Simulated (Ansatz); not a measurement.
Runs of Ansatz 0.2.0 on HfC. Symmetry: Imm2, No. 44, orthorhombic system. The conventional cell has a = 2.793 Å, b = 4.994 Å, c = 3.695 Å, α = 90.00°, β = 90.00°, γ = 90.00°. Hf (site symmetry mm2) has 2 C at 1.80 Å as nearest neighbours. C (site symmetry mm2) has 2 Hf at 1.80 Å as nearest neighbours. The cell was built by a generator and needn't be a form met in nature.

| task | level | cell | smearing | gap on the mesh (eV) | pressure (GPa) | relaxed volume (Å³/atom) | largest force (eV/Å) |
| --- | --- | --- | --- | --- | --- | --- | --- |
| relaxation of cell and atoms | revPBE | relaxed | fermi-dirac 0.05 eV | none | 0.0 | (a) | - |
| single point | PBE | as given | gaussian 0.015 eV | 0.38 | 66.7 | - | 11.48 |
| relaxation of cell and atoms | LDA | relaxed | fermi-dirac 0.05 eV | none | 0.0 | 11.95 | - |
| single point | PBE | as given | gaussian 0.022 eV | 0.38 | 66.7 | - | 11.48 |
| single point | PBE | as given | gaussian 0.028 eV | 0.38 | 66.7 | - | 11.48 |

Alike in all rows: potentials or basis Ansatz PAW; no spin polarisation; k mesh 12 × 12 × 12; cutoff (eV) 420.

Problem. Estimate the missing entries.

Solution. (a) 12.74.

Caveats: a pressure of tens of GPa on the cell as given is suspect, and the run, the potentials or the cell itself is likely at fault (some runs); spin-orbit coupling is left out, which moves the levels of the heavy elements (some runs); forces of over 1 eV/Å show positions far from the minimum, so gaps and moduli don't describe the material at rest (some runs); the plane-wave basis is chosen anew once the cell has moved, so the energies of steps on either side of that aren't comparable (some runs); the PAW data sets come from PBE, with cores solved anew for the run's functional, which leaves a small shift of forces and pressure (some runs).

A k mesh can miss the band edges, and the runs leave out spin-orbit coupling on Hf.

A gap of «none» marks a metal or a gap under the smearing width.
